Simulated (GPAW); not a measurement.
Runs of GPAW 26.7.0 on MgB2. It takes space group P6/mmm (No. 191, hexagonal). Conventional cell: a = 3.085 Å, b = 3.085 Å, c = 3.523 Å, α = 90.00°, β = 90.00°, γ = 120.00°. Mg (site symmetry 6/mmm) has 12 B at 2.51 Å as nearest neighbours. B (site symmetry -6m2) has 3 B at 1.78 Å as nearest neighbours. 

```csv
task,level,potentials or basis,cell,k mesh,band path,band points,optimizer,fmax,max steps,gap on the mesh (eV),pressure (GPa),relaxed volume (Å³/atom)
band structure,r2SCAN,"GPAW PAW data sets (gpaw-data 1.2.1), pw",as given,10 × 10 × 8,"GMKGALHA,LM,KH",100,-,-,-,-,(b),-
band structure,LDA,"the program's PAW data sets (release 1.2.1) made for this functional, pw",as given,10 × 10 × 8,"GMKGALHA,LM,KH",60,-,-,-,-,-7.6,-
band structure,revPBE,"the program's PAW data sets (release 1.2.1) made for this functional, pw",as given,10 × 10 × 8,"GMKGALHA,LM,KH",60,-,-,-,-,1.6,-
relaxation of cell and atoms,r2SCAN+D3(BJ),"GPAW PAW data sets (gpaw-data 1.2.1), pw",relaxed,7 × 7 × 5,-,-,BFGS,0.05 eV/Å,60,none,0.0,(a)
relaxation of cell and atoms,BLYP+D4,"PAW data sets generated in the run's folder for this functional, pw",relaxed,10 × 10 × 8,-,-,BFGS,0.02 eV/Å,40,none,-0.1,9.19
```

Alike in all rows: no spin polarisation; cutoff (eV) 800; smearing fermi-dirac 0.05 eV.

Estimate the missing entries.

(a) 9.40; (b) -2.0.

Caveats: the PAW data sets were made with another functional, which shifts forces and pressure a little (some runs); later steps reuse the first step's grids (some runs); pairwise dispersion overbinds metals, which lowers pressure and volume (some runs).

A k mesh can miss the band edges.

A gap of «none» marks a metal or a gap under the smearing width.

Not every run made on this cell is shown here.
